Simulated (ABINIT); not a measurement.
# HfN (F-43m) in ABINIT: further runs

One crystal, HfN, is run at these levels: BLYP, AM05, r2SCAN, SCAN, revPBE; tasks: single point.

All numbers are computed with ABINIT 10.8.3 (patched build); they aren't measurements. Logs are shortened: lines on timing, memory, paths and dates and some standing lists are left out, and cuts for length are marked. The log counts tension as positive stress, the text compression.

## (1) Starting point

It takes space group F-43m (No. 216, cubic). The conventional cell has a = 4.910 Å, b = 4.910 Å, c = 4.910 Å, α = 90.00°, β = 90.00°, γ = 90.00°. Hf (site symmetry -43m) is surrounded by 4 N at 2.13 Å. N (site symmetry -43m) has 4 Hf at 2.13 Å as nearest neighbours.

The cell comes from a database or a generator and needn't be the stable form of this composition.

## (2) Single point, BLYP

The input, run.abi:

```
pp_dirpath "./"
pseudos "Hf.GGA_PBE-JTH.xml, N.GGA_PBE-JTH.xml"

acell 6.5604536516 6.5604536516 6.5604536516
rprim
     0.0000000000     0.7071067812     0.7071067812
     0.7071067812     0.0000000000     0.7071067812
     0.7071067812     0.7071067812     0.0000000000
ntypat 2
znucl 72 7
natom 2
typat 1 2
xcart
     0.0000000000     0.0000000000     0.0000000000
     1.2274110000     1.2274110000     1.2274110000 Angstrom

ecut 31.0
pawecutdg 53.0
pawxcdev 0

kptopt 1
ngkpt 9 9 9
nshiftk 1
shiftk 0.0 0.0 0.0

ixc -106131

nband 13
occopt 3
tsmear 0.00183747

nstep 100
tolvrs 1.0e-9

iomode 3
prtwf 0
prtden 0
prteig 0
prtebands 0
enunit 2
```

Potentials or basis: JTH PAW PBE v2.0.

The run is started by

```console
$ abinit run.abi > log 2>&1
```

run.abo:

```text
.Version 10.8.3 of ABINIT
 Symmetries : space group F-4 3 m (#216); Bravais cF (face-center cubic)
================================================================================
 Values of the parameters that define the memory need of the present run
     intxc =       0    ionmov =       0      iscf =      17    lmnmax =      18
     lnmax =       6     mgfft =      36  mpssoang =       3    mqgrid =    3001
     natom =       2  nloc_mem =       2    nspden =       1   nspinor =       1
    nsppol =       1      nsym =      24    n1xccc =       1    ntypat =       2
    occopt =       3   xclevel =       2
       mpw =        1667          nfft =       46656          nkpt =          35
 PAW method is used; the additional fine FFT grid is defined by:
   mgfftf=        45    nfftf =     91125
================================================================================
================================================================================

--------------------------------------------------------------------------------
------------- Echo of variables that govern the present computation ------------
--------------------------------------------------------------------------------
 -outvars: echo values of preprocessed input variables --------
            acell      6.5604536516E+00  6.5604536516E+00  6.5604536516E+00 Bohr
              amu      1.78490000E+02  1.40067400E+01
             ecut      3.10000000E+01 Hartree
           enunit           2
              ixc     -106131
         kptrlatt        9    0    0      0    9    0      0    0    9
          kptrlen      5.90440829E+01
            natom           2
            nband          13
            ngfft          36      36      36
          ngfftdg          45      45      45
             nkpt          35
            nstep         100
             nsym          24
           ntypat           2
           occopt           3
        pawecutdg      5.30000000E+01 Hartree
         pawxcdev           0
           prtden           0
        prtebands           0
           prteig           0
            prtwf           0
            rprim      0.0000000000E+00  7.0710678120E-01  7.0710678120E-01
                       7.0710678120E-01  0.0000000000E+00  7.0710678120E-01
                       7.0710678120E-01  7.0710678120E-01  0.0000000000E+00
          spgroup         216
           tolvrs      1.00000000E-09
           tsmear      1.83747000E-03 Hartree
            typat      1  2
           useylm           1
           xangst      0.0000000000E+00  0.0000000000E+00  0.0000000000E+00
                       1.2274109992E+00  1.2274109992E+00  1.2274109992E+00
            xcart      0.0000000000E+00  0.0000000000E+00  0.0000000000E+00
                       2.3194706324E+00  2.3194706324E+00  2.3194706324E+00
             xred      0.0000000000E+00  0.0000000000E+00  0.0000000000E+00
                       2.5000000000E-01  2.5000000000E-01  2.5000000000E-01
            znucl       72.00000    7.00000

[... 136 lines left out ...]

 cartesian forces (eV/Angstrom) at end:
    1     -0.00000000000000    -0.00000000000000     0.00000000000000
    2      0.00000000000000     0.00000000000000    -0.00000000000000
 frms,max,avg= 3.0935430E-28 3.7309533E-28   0.000E+00  0.000E+00  0.000E+00 e/A
 length scales=  6.560453651600  6.560453651600  6.560453651600 bohr
              =  3.471642563257  3.471642563257  3.471642563257 angstroms
 Fermi (or HOMO) energy (hartree) =   0.06053   Average Vxc (hartree)=  -0.39264
 Eigenvalues (hartree) for nkpt=  35  k points:
 kpt#   1, nband= 13, wtk=  0.00137, kpt=  0.0000  0.0000  0.0000 (reduced coord)
  -2.24313   -1.08741   -1.08741   -1.08741   -0.53335   -0.14234   -0.14234   -0.14234
   0.03890    0.13894    0.13894    0.29918    0.29918
      occupation numbers for kpt#   1
   2.00000    2.00000    2.00000    2.00000    2.00000    2.00000    2.00000    2.00000
   1.99998    0.00000    0.00000    0.00000    0.00000
 prteigrs : prtvol=0 or 1, do not print more k-points.

 Fermi (or HOMO) energy (eV) =   1.64717   Average Vxc (eV)= -10.68416
 Eigenvalues (   eV  ) for nkpt=  35  k points:
 kpt#   1, nband= 13, wtk=  0.00137, kpt=  0.0000  0.0000  0.0000 (reduced coord)
 -61.03861  -29.58985  -29.58985  -29.58985  -14.51313   -3.87334   -3.87334   -3.87334
   1.05865    3.78065    3.78065    8.14112    8.14112
 prteigrs : prtvol=0 or 1, do not print more k-points.

--- !EnergyTerms
iteration_state     : {dtset: 1, }
comment             : Components of total free energy in Hartree
kinetic             :  1.13320574032334E+01
hartree             :  9.36633917404266E+00
xc                  : -1.16570282412269E+01
Ewald energy        : -4.69435781359883E+01
psp_core            :  8.16733559612674E+00
local_psp           : -1.15573317321062E+01
PAW spherical_terms : -1.88163025137792E+01
internal            : -6.01085084496979E+01
'-kT*entropy'       : -1.93209844891809E-04
total_energy        : -6.01087016595428E+01
total_energy_eV     : -1.63564109760226E+03
...

--- !EnergyTermsDC
iteration_state     : {dtset: 1, }
comment             : '"Double-counting" decomposition of free energy'
band_energy         : -1.27730800611299E+01
Ewald energy        : -4.69435781359883E+01
psp_core            :  8.16733559612674E+00
xc_dc               : -1.40182634128740E+01
PAW spherical_terms :  5.45907540329829E+00
internal            : -6.01085106105672E+01
'-kT*entropy'       : -1.93209844891809E-04
total_energy_dc     : -6.01087038204121E+01
total_energy_dc_eV  : -1.63564115640251E+03
...

--- !EnergyTermsWithPAWCore
iteration_state     : {dtset: 1, }
comment             : 'Components of total free energy, including PAW core contributions'
Total energy        : -1.51342672486276E+04
Total energy DC     : -1.51342672507885E+04
Total energy (eV)   : -4.11824391652306E+05
Total energy DC (eV): -4.11824391711106E+05
...

 Cartesian components of stress tensor (hartree/bohr^3)
  sigma(1 1)= -1.84520839E-04  sigma(3 2)=  0.00000000E+00
  sigma(2 2)= -1.84520839E-04  sigma(3 1)=  0.00000000E+00
  sigma(3 3)= -1.84520839E-04  sigma(2 1)=  0.00000000E+00

-Cartesian components of stress tensor (GPa)         [Pressure=  5.4288E+00 GPa]
- sigma(1 1)= -5.42879051E+00  sigma(3 2)=  0.00000000E+00
- sigma(2 2)= -5.42879051E+00  sigma(3 1)=  0.00000000E+00
- sigma(3 3)= -5.42879051E+00  sigma(2 1)=  0.00000000E+00

== END DATASET(S) ==============================================================
================================================================================

 -outvars: echo values of variables after computation  --------
            acell      6.5604536516E+00  6.5604536516E+00  6.5604536516E+00 Bohr
           etotal     -6.0108703820E+01
            fcart     -7.2555489212E-30 -1.8138872303E-30  7.2555489212E-30
                       7.2555489212E-30  1.8138872303E-30 -7.2555489212E-30
            rprim      0.0000000000E+00  7.0710678120E-01  7.0710678120E-01
                       7.0710678120E-01  0.0000000000E+00  7.0710678120E-01
                       7.0710678120E-01  7.0710678120E-01  0.0000000000E+00
           strten     -1.8452083901E-04 -1.8452083901E-04 -1.8452083901E-04
                       0.0000000000E+00  0.0000000000E+00  0.0000000000E+00
           xangst      0.0000000000E+00  0.0000000000E+00  0.0000000000E+00
                       1.2274109992E+00  1.2274109992E+00  1.2274109992E+00
             xred      0.0000000000E+00  0.0000000000E+00  0.0000000000E+00
                       2.5000000000E-01  2.5000000000E-01  2.5000000000E-01
 Calculation completed.
```

Wall time 58 s (1 thread of Arm Neoverse N1, shared host); peak memory 0.14 GiB.

What came out:

```yaml
Free_energy: -1635.6412 eV
Pressure: 5.4 GPa
Band_gap_on_the_k_mesh: none (metal or under the smearing width)
Valence_electrons_inside_the_program's_atomic_spheres: Hf 9.63; N 2.61
```

Caveat: the PAW data sets were made with another functional, which shifts forces and pressure a little. The run has no spin-orbit coupling, so splittings on Hf are missing.

## (3) Single point, AM05

run.abi, as its differences from that of step 2:

```diff
@@ -25,3 +25,3 @@
 
-ixc -106131
+ixc -120135
```

Potentials or basis: JTH PAW PBE v2.0.

The run is started by

```console
$ abinit run.abi > log 2>&1
```

Run time: 64 s. Hardware: 1 thread of Arm Neoverse N1, shared host; peak memory 0.14 GiB.

It converged, with:

```yaml
Free_energy: -1637.3676 eV
Pressure: -5.6 GPa
Band_gap_on_the_k_mesh: none (metal or under the smearing width)
Valence_electrons_inside_the_program's_atomic_spheres: Hf 9.62; N 2.56
```

Levels at points of the mesh, in eV from the Fermi level:
| k point | band 6 | band 7 | band 8 | band 9 | band 10 | band 11 | band 12 | band 13 |
| --- | --- | --- | --- | --- | --- | --- | --- | --- |
| (0.00, 0.00, 0.00) | -5.44 | -5.44 | -5.44 | -0.69 | 2.23 | 2.23 | 6.62 | 6.62 |

Caveat: the PAW data sets were made with another functional, which shifts forces and pressure a little. Spin-orbit coupling is left out, which matters for the levels of Hf.

## (4) Single point, r2SCAN

run.abi, as its differences from that of step 3:

```diff
@@ -18,3 +18,2 @@
 pawecutdg 53.0
-pawxcdev 0
 
@@ -25,3 +24,5 @@
 
-ixc -120135
+ixc -497498
+usekden 1
+pawxcdev 0
 
@@ -32,3 +33,3 @@
 nstep 100
-tolvrs 1.0e-9
+tolvrs 1.0e-7
```

The run is started by

```console
$ abinit run.abi > log 2>&1
```

It took 3.2 min on 1 thread of Arm Neoverse N1, shared host; peak memory 0.16 GiB.

The run converged. Its results:

```
Free energy                                           : -523.1459 eV
Pressure                                              : -0.2 GPa
Band gap on the k mesh                                : none (metal or under the smearing width)
Valence electrons inside the program's atomic spheres : Hf 9.59; N 2.58
```

Levels at points of the mesh, in eV from the Fermi level:
```tsv
k point	band 6	band 7	band 8	band 9	band 10	band 11	band 12	band 13
(0.00, 0.00, 0.00)	-5.80	-5.80	-5.80	-0.69	2.47	2.47	6.90	6.90
```

Caveat: totals of a meta-GGA on PAW files have another zero than those of a GGA; the PAW data sets were made with another functional, which shifts forces and pressure a little. Spin-orbit coupling is left out, which matters for the levels of Hf.

## (5) Single point, SCAN

run.abi, as its differences from that of step 4:

```diff
@@ -24,3 +24,3 @@
 
-ixc -497498
+ixc -263267
 usekden 1
```

Potentials or basis: JTH PAW PBE v2.0.

The run is started by

```console
$ abinit run.abi > log 2>&1
```

run.abo:

```text
.Version 10.8.3 of ABINIT
 Symmetries : space group F-4 3 m (#216); Bravais cF (face-center cubic)
================================================================================
 Values of the parameters that define the memory need of the present run
     intxc =       0    ionmov =       0      iscf =      17    lmnmax =      18
     lnmax =       6     mgfft =      36  mpssoang =       3    mqgrid =    3001
     natom =       2  nloc_mem =       2    nspden =       1   nspinor =       1
    nsppol =       1      nsym =      24    n1xccc =       1    ntypat =       2
    occopt =       3   xclevel =       2
       mpw =        1667          nfft =       46656          nkpt =          35
 PAW method is used; the additional fine FFT grid is defined by:
   mgfftf=        45    nfftf =     91125
================================================================================
================================================================================

--------------------------------------------------------------------------------
------------- Echo of variables that govern the present computation ------------
--------------------------------------------------------------------------------
 -outvars: echo values of preprocessed input variables --------
            acell      6.5604536516E+00  6.5604536516E+00  6.5604536516E+00 Bohr
              amu      1.78490000E+02  1.40067400E+01
             ecut      3.10000000E+01 Hartree
           enunit           2
              ixc     -263267
         kptrlatt        9    0    0      0    9    0      0    0    9
          kptrlen      5.90440829E+01
[... 223 lines left out ...]
PAW spherical_terms :  4.50237683882944E+01
internal            : -2.03238010000772E+01
'-kT*entropy'       : -2.12577780290401E-04
total_energy_dc     : -2.03240135778575E+01
total_energy_dc_eV  : -5.53044583535642E+02
...

--- !EnergyTermsWithPAWCore
iteration_state     : {dtset: 1, }
comment             : 'Components of total free energy, including PAW core contributions'
Total energy        : -1.51345936725060E+04
Total energy DC     : -1.51345936437686E+04
Total energy (eV)   : -4.11833274098540E+05
Total energy DC (eV): -4.11833273316557E+05
...

 Cartesian components of stress tensor (hartree/bohr^3)
  sigma(1 1)=  1.08193886E-04  sigma(3 2)=  0.00000000E+00
  sigma(2 2)=  1.08193886E-04  sigma(3 1)=  0.00000000E+00
  sigma(3 3)=  1.08193886E-04  sigma(2 1)=  0.00000000E+00

-Cartesian components of stress tensor (GPa)         [Pressure= -3.1832E+00 GPa]
- sigma(1 1)=  3.18317401E+00  sigma(3 2)=  0.00000000E+00
- sigma(2 2)=  3.18317401E+00  sigma(3 1)=  0.00000000E+00
- sigma(3 3)=  3.18317401E+00  sigma(2 1)=  0.00000000E+00

== END DATASET(S) ==============================================================
================================================================================

 -outvars: echo values of variables after computation  --------
            acell      6.5604536516E+00  6.5604536516E+00  6.5604536516E+00 Bohr
           etotal     -2.0324013578E+01
            fcart     -0.0000000000E+00 -0.0000000000E+00 -0.0000000000E+00
                      -0.0000000000E+00 -0.0000000000E+00 -0.0000000000E+00
            rprim      0.0000000000E+00  7.0710678120E-01  7.0710678120E-01
                       7.0710678120E-01  0.0000000000E+00  7.0710678120E-01
                       7.0710678120E-01  7.0710678120E-01  0.0000000000E+00
           strten      1.0819388559E-04  1.0819388559E-04  1.0819388559E-04
                       0.0000000000E+00  0.0000000000E+00  0.0000000000E+00
           xangst      0.0000000000E+00  0.0000000000E+00  0.0000000000E+00
                       1.2274109992E+00  1.2274109992E+00  1.2274109992E+00
             xred      0.0000000000E+00  0.0000000000E+00  0.0000000000E+00
                       2.5000000000E-01  2.5000000000E-01  2.5000000000E-01
 Calculation completed.
```

Run time: 2.8 min. Hardware: 1 thread of Arm Neoverse N1, shared host; peak memory 0.16 GiB.

Results:

```yaml
Free_energy: -553.0446 eV
Pressure: -3.2 GPa
Band_gap_on_the_k_mesh: none (metal or under the smearing width)
Valence_electrons_inside_the_program's_atomic_spheres: Hf 9.61; N 2.58
```

Caveat: totals of a meta-GGA on PAW files have another zero than those of a GGA; the PAW data sets were made with another functional, which shifts forces and pressure a little. Spin-orbit coupling is left out, which matters for the levels of Hf.

## (6) Single point, revPBE

run.abi, as its differences from that of step 5:

```diff
@@ -18,2 +18,3 @@
 pawecutdg 53.0
+pawxcdev 0
 
@@ -24,5 +25,3 @@
 
-ixc -263267
-usekden 1
-pawxcdev 0
+ixc 14
 
@@ -33,3 +32,3 @@
 nstep 100
-tolvrs 1.0e-7
+tolvrs 1.0e-9
```

Potentials or basis: JTH PAW PBE v2.0.

The run is started by

```console
$ abinit run.abi > log 2>&1
```

Run time: 48 s. Hardware: 1 thread of Arm Neoverse N1, shared host; peak memory 0.14 GiB.

Results (log left out):

```
Free energy                                           : -1635.1328 eV
Pressure                                              : 2.8 GPa
Band gap on the k mesh                                : none (metal or under the smearing width)
Valence electrons inside the program's atomic spheres : Hf 9.60; N 2.58
```

Levels at points of the mesh, in eV from the Fermi level:
```
           k point  band 5  band 6  band 7  band 8  band 9  band 10  band 11  band 12  band 13
(0.00, 0.00, 0.00)  -16.22   -5.45   -5.45   -5.45   -0.73     2.30     2.30     6.61     6.61
```

Caveat: the PAW data sets were made with another functional, which shifts forces and pressure a little. The run has no spin-orbit coupling, so splittings on Hf are missing.

## (7) The runs side by side

```csv
level,gap on the mesh (eV),pressure (GPa)
BLYP,none,5.4
AM05,none,-5.6
r2SCAN,none,-0.2
SCAN,none,-3.2
revPBE,none,2.8
```

Alike in all rows: task single point; potentials or basis JTH PAW PBE v2.0; no spin polarisation; cell as given; k mesh 9 × 9 × 9; cutoff (eV) 844; smearing fermi-dirac 0.05 eV.

Every run on the cell as given and a fine mesh finds a metal. The pressure there spans -5.6 GPa (AM05) to 5.4 GPa (BLYP); a positive pressure means that this level wants a larger cell, a negative one a smaller.

Caveats: the PAW data sets were made with another functional, which shifts forces and pressure a little; totals of a meta-GGA on PAW files have another zero than those of a GGA (some runs).

Absolute energies hang on the potentials; compare differences alone.
